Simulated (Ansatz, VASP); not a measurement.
Two plane-wave programs on B3As2

```xyz
5
Lattice="2.2353 -5.3170 0.0000 2.2353 5.3170 0.0000 0.0000 0.0000 2.9360" Properties=species:S:1:pos:R:3 pbc="T T T"
B     3.0947    0.0000    1.4680
B     1.3759    0.0000    1.4680
B     2.2353    0.0000    0.0000
As    2.2353   -3.7023    1.4680
As    2.2353    3.7023    1.4680
```

Alike in both runs: functional PBE; k mesh 6 × 6 × 4; occupations gaussian, width 0.1 eV; no spin polarisation.

Ansatz relaxed the structure, and its values are those at the end. VASP's run is a single point on that final structure, the one shown.

|  | VASP | Ansatz |
| --- | --- | --- |
| version | VASP 6.6.1 | Ansatz 0.2.0 |
| potentials or method | VASP PAW PBE potentials, release 64 (B, As) | scalar-relativistic, plane waves, PAW |
| plane-wave cutoff (eV) | 520 | 420 |
| valence electrons in the cell | 19 | 39 |

```tsv
	VASP	Ansatz	Ansatz less VASP
gap on the k mesh at the Fermi level (eV)	none	none	-
pressure (GPa)	0.4	0.2	-0.21
rms of the force components (eV/Å)	0.010	0.013	+0.0029
```

A gap of «none» marks a metal or a gap that the smearing closes. The two sets of potentials don't hold the same shells in valence.

Caveats: the k mesh is coarse (spacing up to 0.54 Å⁻¹), so the values aren't converged.
